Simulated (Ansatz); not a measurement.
System: AlRu (CsCl type, first atom moved by 0.06 Å along [111]), 2 atoms in the cell.

```xyz
2
Lattice="3.0000 0.0000 0.0000 0.0000 3.0000 0.0000 0.0000 0.0000 3.0000" Properties=species:S:1:pos:R:3 pbc="T T T"
Ru    0.0346    0.0346    0.0346
Al    1.5000    1.5000    1.5000
```

Code and potentials: Ansatz PAW hard set, 700 eV. Settings: k-mesh 4×4×4 Γ-centred; Fermi–Dirac smearing of 0.1 eV; no spin polarisation. For HSE06: exchange singularity: Wigner-Seitz.

Plain PBE gives:

```json
{
 "Pressure": "-1.12 GPa"
}
```

```json
{"atom": "Ru1", "Fx (eV/Å)": "-0.258", "Fy (eV/Å)": "-0.258", "Fz (eV/Å)": "-0.258"}
{"atom": "Al2", "Fx (eV/Å)": "0.258", "Fy (eV/Å)": "0.258", "Fz (eV/Å)": "0.258"}
```

(1) What changes under HSE06?

## Answers

(1) The pressure decreases by 7.36 GPa to -8.48 GPa; the forces move by 26 meV/Å (rms):

```csv
atom,Fx (eV/Å),Fy (eV/Å),Fz (eV/Å)
Ru1,-0.243,-0.243,-0.243
Al2,0.243,0.243,0.243
```

The stress includes the program's correction for the finite plane-wave basis.

The k-mesh is coarse, so these values belong to this mesh and can lie far from the converged ones. Potentials made with PBE were used with another functional (at least in: Ansatz PAW hard set, 700 eV (HSE06)).
